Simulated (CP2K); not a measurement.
# Nb in CP2K: convergence with rel cutoff ry

Input of the first run (rel cutoff ry 20); the others differ in this setting and in those tied to it:

The input nb_converge.inp:

```
&GLOBAL
  PROJECT nb_converge
  RUN_TYPE ENERGY_FORCE
  PRINT_LEVEL LOW
&END GLOBAL
&FORCE_EVAL
  METHOD QS
  STRESS_TENSOR ANALYTICAL
  &DFT
    BASIS_SET_FILE_NAME BASIS_MOLOPT_UZH
    POTENTIAL_FILE_NAME POTENTIAL_UZH
    &MGRID
      CUTOFF 450
      REL_CUTOFF 20
      NGRIDS 5
    &END MGRID
    &QS
      METHOD GPW
      EPS_DEFAULT 1.0E-9
    &END QS
    &KPOINTS
      SCHEME MONKHORST-PACK 9 9 9
      GAMMA_CENTERED T
      SYMMETRY T
      SYMMETRY_BACKEND SPGLIB
    &END KPOINTS
    &SCF
      SCF_GUESS ATOMIC
      EPS_SCF 1.0E-6
      MAX_SCF 100
      ADDED_MOS 11
      CHOLESKY OFF
      EPS_EIGVAL 1.0E-7
      &DIAGONALIZATION ON
        ALGORITHM STANDARD
      &END DIAGONALIZATION
      &MIXING ON
        METHOD BROYDEN_MIXING
        ALPHA 0.4
        BETA 1.5
        NBUFFER 8
      &END MIXING
      &SMEAR ON
        METHOD FERMI_DIRAC
        ELECTRONIC_TEMPERATURE 580.23
      &END SMEAR
    &END SCF
    &XC
      &XC_FUNCTIONAL
        &GGA_X_RPBE
        &END GGA_X_RPBE
        &GGA_C_PBE
        &END GGA_C_PBE
      &END XC_FUNCTIONAL
    &END XC
    &PRINT
      &KPOINTS ON
      &END KPOINTS
      &MULLIKEN ON
      &END MULLIKEN
      &MO ON
        ENERGIES T
        OCCUPATION_NUMBERS T
        &EACH
          QS_SCF 0
        &END EACH
        ADD_LAST NUMERIC
      &END MO
    &END PRINT
  &END DFT
  &SUBSYS
    &CELL
      A 2.8820459413 0.0000000000 0.0000000000
      B -0.9606819804 2.7172189717 0.0000000000
      C -0.9606819804 -1.3586094858 2.3531806571
      PERIODIC XYZ
    &END CELL
    &COORD
      SCALED
      Nb  0.0000000000 0.0000000000 0.0000000000
    &END COORD
    &KIND Nb
      BASIS_SET DZVP-MOLOPT-PBE-GTH-q13
      POTENTIAL GTH-PBE-q13
    &END KIND
    &PRINT
      &ATOMIC_COORDINATES ON
      &END ATOMIC_COORDINATES
      &CELL ON
      &END CELL
    &END PRINT
  &END SUBSYS
  &PRINT
    &FORCES ON
    &END FORCES
    &STRESS_TENSOR ON
    &END STRESS_TENSOR
  &END PRINT
&END FORCE_EVAL
```

Potentials or basis: POTENTIAL_UZH Nb GTH-PBE-q13; DZVP-MOLOPT-PBE-GTH basis.

The run is started by

```sh
$ OMP_NUM_THREADS=1 cp2k.psmp -i nb_converge.inp -o nb_converge.out
```

Hardware: 1 thread of Intel(R) Xeon(R) Platinum 8259CL CPU @ 2.50GHz (Skylake/Cascade Lake), with other jobs on the host.

Problem. The values tried are 20, 30, 40, 50, 60, 80, 100, loosest first. From which on does the energy stay within 1 meV/atom of the tightest run that finished?

Solution. From 30 on.

```
rel cutoff ry  energy less the tightest run, at zero smearing (meV/atom)  pressure (GPa)  SCF cycles  CPU time (s)  peak memory (GiB)
           20                                                       4.82            0.97          11            50               0.28
           30                                                       0.02            1.08          11            60               0.28
           40                                                       0.09            1.07          11            60               0.28
           50                                                       0.00            1.08          11            61               0.28
           60                                                       0.00            1.08          11            67               0.28
           80                                                       0.00            1.08          11           100               0.28
          100                                                       0.00            1.08          11           110               0.28
```

Against the tightest run, the pressure stays within 0.1 GPa from 30 on. The tightest run that finished is the yardstick and may itself not be fully converged.

Caveat, for the tightest run too: the potentials were made for another functional, which shifts forces and pressure; the basis of atomic orbitals isn't converged, which shifts pressures, moduli and gaps.
